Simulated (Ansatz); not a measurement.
**Ga3H: competing structures**

Computed with DFT PBE, scalar-relativistic, plane waves, PAW in Ansatz 0.2.0. All cells share a 420 eV cutoff and Γ-centred k meshes spaced at most about 0.3 Å⁻¹ (about 0.25 or finer for metals, 2π included). No spin polarisation.

Energies over the elements count from the elements' standard structures at the same level (H₂ as a molecule), with no fitted energy shifts.

All energies are static (0 K, no zero-point motion). The comparison covers the computed candidates alone. With hydrogen, zero-point motion can shift formation energies by some tens of meV/atom.

Invented guesses were relaxed alike, and ends that match in structure were merged. ΔE counts from the first row. Coordination counts Ga atoms around H (those within 1.25 times the shortest such distance or 1.15 times the sum of covalent radii; a plus sign parts nearer from farther groups; the shortest distance is added where it is long for a bond). The ends were matched against large subsets of the Crystallography Open Database and the Materials Project, so a missing match doesn't prove that a structure is unreported.

| # | reached from | type and space group | atoms | Å³/atom | coordination | ΔE (meV/atom) | gap on mesh (eV) | in databases |
| --- | --- | --- | --- | --- | --- | --- | --- | --- |
| 1 | Ni3Sn (D0_19) type (P6_3/mmc) | P6_3/mmc (No. 194) | 8 | 16.0 | H 6 from 2.3 Å | 0 | 0.00 | no match |
| 2 | YMg3 type (Fm-3m) | BiF3 (D0_3), Fm-3m (No. 225) | 4 | 15.4 | H 8+6 from 2.7 Å | 89 | 0.00 | no match |
| 3 | Cu3Au (L1_2) type (Pm-3m) | Cu3Au (L1_2), Pm-3m (No. 221) | 4 | 15.7 | H 12 from 2.8 Å | 135 | 0.00 | no match |

The lowest: Space group P6_3/mmc (No. 194), hexagonal, a = 6.837 Å, c = 3.153 Å. Around Ga lie 2 H at 2.27 Å; H has 6 Ga at 2.27 Å. Its energy over the elements is +0.27 eV/atom. It can't be a ground state, since the elements alone are lower. An observed structure of this formula, if there is one, may be missing.

Space group P6_3/mmc (No. 194). a = 6.837 Å, b = 6.837 Å, c = 3.153 Å, α = 90.00°, β = 90.00°, γ = 120.00°
| atom | site | symmetry | x | y | z |
| --- | --- | --- | --- | --- | --- |
| Ga | 6h | mm2 | 0.8050 | 0.6100 | 0.2500 |
| H | 2c | -6m2 | 0.3333 | 0.6667 | 0.2500 |

The second: Space group Fm-3m (No. 225), cubic, a = 6.263 Å. Ga on a site of symmetry -43m is surrounded by 4 Ga at 2.71 Å, 4 H at 2.71 Å and 6 Ga at 3.13 Å; Ga on a site of symmetry m-3m has 8 Ga at 2.71 Å and 6 H at 3.13 Å; around H lie 8 Ga at 2.71 Å and 6 Ga at 3.13 Å (long contacts). Counting Ga atoms around H, the first has H 6 from 2.3 Å and the second has H 8+6 from 2.7 Å. Cells relaxed within their symmetry can be saddle points.

```cif
data_structure
_symmetry_space_group_name_H-M 'Fm-3m'
_symmetry_Int_Tables_number 225
_cell_length_a 6.2633
_cell_length_b 6.2633
_cell_length_c 6.2633
_cell_angle_alpha 90.000
_cell_angle_beta 90.000
_cell_angle_gamma 90.000
_cell_volume 245.70
loop_
_atom_site_label
_atom_site_type_symbol
_atom_site_symmetry_multiplicity
_atom_site_Wyckoff_symbol
_atom_site_fract_x
_atom_site_fract_y
_atom_site_fract_z
_atom_site_occupancy
Ga1 Ga 8 c 0.25000 0.75000 0.75000 1
Ga2 Ga 4 b 0.50000 0.00000 0.00000 1
H1 H 4 a 0.00000 0.00000 0.00000 1
```

Some candidate types were left out of the draw beforehand, so a known form may be missing.
